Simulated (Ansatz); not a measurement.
# AlP: the cost of one run

Method: DFT, levels as named, plane waves, PAW, in Ansatz 0.2.0.

The COD entry's cell or inner coordinates are ideal or old and differ from later refinements, so a difference from it is no clean test against experiment.

**1. Starting point**

The structure is cubic, space group F-43m (No. 216). The conventional cell has a = 5.451 Å, b = 5.451 Å, c = 5.451 Å, α = 90.00°, β = 90.00°, γ = 90.00°. Al (site symmetry -43m) is surrounded by 4 P at 2.36 Å. P (site symmetry -43m) is surrounded by 4 Al at 2.36 Å.

As a file:

```xyz
2
Lattice="0.0000 2.7255 2.7255 2.7255 0.0000 2.7255 2.7255 2.7255 0.0000" Properties=species:S:1:pos:R:3 pbc="T T T"
Al    0.0000    0.0000    0.0000
P     1.3627    1.3627    1.3627
```

**2. Relaxation with PBE**

input.yaml reads:

```yaml
crystal:
  lattice:
    - [0.0, 2.7255, 2.7255]
    - [2.7255, 0.0, 2.7255]
    - [2.7255, 2.7255, 0.0]
  atoms:
    - { symbol: Al, position: [0.0, 0.0, 0.0] }
    - { symbol: P, position: [0.25, 0.25, 0.25] }
  symmetry: { tolerance: 0.0003 }
hamiltonian:
  xc: pbe
  pseudopotentials: { kind: paw, azcp: { folder: soft_1 } }
basis:
  ecutwfc: 420
magnetization:
  spin_polarized: false
scf:
  occupations: { method: fermi_dirac, width: 0.02 }
kpoints:
  mp_grid: { grid: [8, 8, 8], shift: [0, 0, 0] }
output:
  forces: true
  stress: true
  eigenvalues: true
relax:
  max_steps: 60
  cell: {}
```

The run is started by

```console
$ ansatz run input.yaml --threads 2 --pin off --max-ram 5120MiB --backend cpu --events-out ev --progress --plain --runs-dir out
```

Q: Estimate wall time and peak memory on 2 threads of Intel Xeon 6975P-C (Granite Rapids), shared host.

About 2.5 s, with a peak of 0.35 GiB.
